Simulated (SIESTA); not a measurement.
The system is Pb.

```
CELL_PARAMETERS angstrom
3.03861 -1.75032 0.00000
3.03861 1.75032 0.00000
-2.11546 0.00000 6.09522
ATOMIC_POSITIONS crystal
Pb 0.90851 0.90851 0.72629
Pb 0.09149 0.09149 0.27371
```

This isn't the form of Pb at room conditions, which is fcc.

* Program: SIESTA 5.4.2
* Task: single point
* Functional: PBEsol
* Potentials or basis: PseudoDojo 0.4 standard (PBEsol files)
* Basis: DZP (energy shift 0.003 Ry; two zetas on semicore shells)
* Grid cutoff: 500 Ry
* Energy shift: 0.003 Ry
* k mesh: 9 × 9 × 5
* Occupations: fermi-dirac, width 0.05 eV
* Spin: no spin polarisation

On this cell: pressure -1.4 GPa; largest force 0.054 eV/Å; band gap on the k mesh none (metal or under the smearing width).

The same run follows on a disturbed copy (atoms moved at random, drawn with an rms of 0.05 Å):

```xyz
2
Lattice="3.0386 -1.7503 0.0000 3.0386 1.7503 0.0000 -2.1155 0.0000 6.0952" Properties=species:S:1:pos:R:3 pbc="T T T"
Pb    3.9634    0.0235    4.4427
Pb   -0.0398   -0.0191    1.6547
```

**Question.** What changes?

**Answer.** The energy (extrapolated to zero smearing) moves by +1.4 meV/atom; pressure -1.5 GPa; largest force 0.116 eV/Å; band gap on the k mesh none (metal or under the smearing width).

Forces on the atoms (eV/Å):
```
Pb   0.025 -0.008 -0.113
Pb  -0.025  0.009  0.113
```

Stress tensor (GPa, compression positive):
```
-1.47 -0.06 -0.02
-0.06 -1.45 -0.10
-0.02 -0.10 -1.48
```

Caveats: the basis of atomic orbitals isn't converged, which shifts pressures, moduli and gaps.
